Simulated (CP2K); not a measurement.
## Pd under changes of volume

One of the cells (15.547 Å³/atom); the others are scaled copies at fixed shape and fractional positions:

```
CELL_PARAMETERS angstrom
2.72327 0.00000 0.00000
-0.90776 2.56752 0.00000
-0.90776 -1.28376 2.22354
ATOMIC_POSITIONS crystal
Pd 0.00000 0.00000 0.00000
```

This isn't the form of Pd at room conditions, which is fcc.

```yaml
Program: CP2K 2026.2
Functional: LDA
Potentials_or_basis: GTH_POTENTIALS Pd GTH-PADE-q18; TZVP-MOLOPT-PBE-GTH basis
Density_cutoff: 6803 eV
k_mesh: 12 × 12 × 12
Occupations: fermi-dirac, width 0.01 eV
Spin: no spin polarisation
```

```tsv
volume (Å³/atom)	energy over the lowest point (meV/atom)	pressure (GPa)
14.614	0.00	-8.8
14.925	20.99	-12.7
15.236	49.03	-16.1
15.547	?	?
15.858	122.82	-21.6
16.169	166.90	-23.7
16.480	214.83	-25.6
```

Problem. What does the run at 15.547 Å³/atom give?

Solution. Energy over the lowest point 83.28 meV/atom; pressure -19.1 GPa.

Worked out: A Birch-Murnaghan fit of order 3 (a polynomial in V^(-2/3)) to the other rows has no minimum within the range. It gives 83.29 meV/atom at 15.547 Å³/atom, against the run's 83.28, and -dE/dV = -19.1 GPa, against -19.1.

Energies are extrapolated to zero smearing.

Caveats: the basis of atomic orbitals isn't converged, which shifts pressures, moduli and gaps.
